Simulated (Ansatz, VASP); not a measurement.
# CO2 in VASP and in Ansatz

```
CELL_PARAMETERS angstrom
5.49420 0.00000 0.00000
0.00000 5.49420 0.00000
0.00000 0.00000 5.49420
ATOMIC_POSITIONS crystal
C 0.00000 0.00000 0.00000
C 0.50000 0.00000 0.50000
C 0.50000 0.50000 0.00000
C 0.00000 0.50000 0.50000
O 0.12270 0.12270 0.12270
O 0.37730 0.87730 0.62270
O 0.62270 0.37730 0.87730
O 0.87730 0.62270 0.37730
O 0.87730 0.87730 0.87730
O 0.62270 0.12270 0.37730
O 0.37730 0.62270 0.12270
O 0.12270 0.37730 0.62270
```

Alike in both runs: functional PBE; k mesh 5 × 5 × 5; occupations fermi-dirac, width 0.02 eV; no spin polarisation.

Ansatz relaxed the structure, and its values are those at the end. VASP's run is a single point on that final structure, the one shown.

|  | VASP | Ansatz |
| --- | --- | --- |
| version | VASP 6.6.1 | Ansatz 0.2.0 |
| potentials or method | VASP PAW PBE potentials, release 64 (C, O) | plane-wave PAW, scalar-relativistic |
| plane-wave cutoff (eV) | 520 | 420 |
| valence electrons in the cell | 64 | 64 |

|  | VASP | Ansatz | Ansatz less VASP |
| --- | --- | --- | --- |
| gap on the k mesh at the Fermi level (eV) | 6.84 | 6.86 | +0.023 |
| pressure (GPa) | 3.9 | 2.2 | -1.61 |
| rms of the force components (eV/Å) | 0.303 | 0.004 | -0.2993 |

One of these differences is far larger than is usual between the two programs; its cause wasn't traced. With one functional, cell and mesh, what is left measures potentials, basis and numerics. Ansatz warned: «stress_scf_threshold_loose».

Caveats: the standard files for N, O and F lose accuracy on very short bonds; an odd mesh through Γ misses points on the zone boundary, where band edges often lie.
